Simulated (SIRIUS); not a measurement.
# Co under changes of volume

One of the cells (10.640 Å³/atom); the others are scaled copies at fixed shape and fractional positions:

```
Co
1.0
     2.47200    0.00000    0.00000
    -1.23600    2.14081    0.00000
     0.00000    0.00000    4.02114
Co
2
Direct
  0.66667 0.33333 0.75000
  0.33333 0.66667 0.25000
```

```yaml
Program: SIRIUS 7.12.0
Functional: PBEsol
Potentials_or_basis: PseudoDojo 0.4.1 PBEsol standard (scalar relativistic)
Cutoff: 1307 eV
Density_cutoff: 5227 eV
k_mesh: 12 × 12 × 7
Occupations: fermi-dirac, width 0.05 eV
Spin: collinear spin, ferromagnetic start
Starting_moments: "[2.0, 2.0] μB"
```

```tsv
volume (Å³/atom)	energy over the lowest point (meV/atom)	pressure (GPa)	moment (μB per cell)
10.002	?	?	?
10.215	1.40	3.5	3.10
10.427	0.00	-1.4	3.16
10.640	4.69	-5.8	3.21
10.853	14.93	-9.7	3.25
11.066	30.15	-13.3	3.29
11.279	49.81	-16.5	3.32
```

Q: What does the run at 10.002 Å³/atom give?

A: Energy over the lowest point 9.46 meV/atom; pressure 9.0 GPa; moment 3.04 μB per cell.

Worked out: A Birch-Murnaghan fit of order 3 (a polynomial in V^(-2/3)) to the other rows has its minimum at 10.37 Å³/atom with B0 = V·E''(V) = 232 GPa and B' = 4.2 at fixed shape and positions, which overstates the stiffness. It gives 9.65 meV/atom at 10.002 Å³/atom, against the run's 9.46, and -dE/dV = 9.0 GPa, against 9.0. A parabola through the other rows of the moment, of slope 0.318 μB per Å³/atom there, extrapolates to 3.04 μB, against the run's 3.04.

Energies are extrapolated to zero smearing.
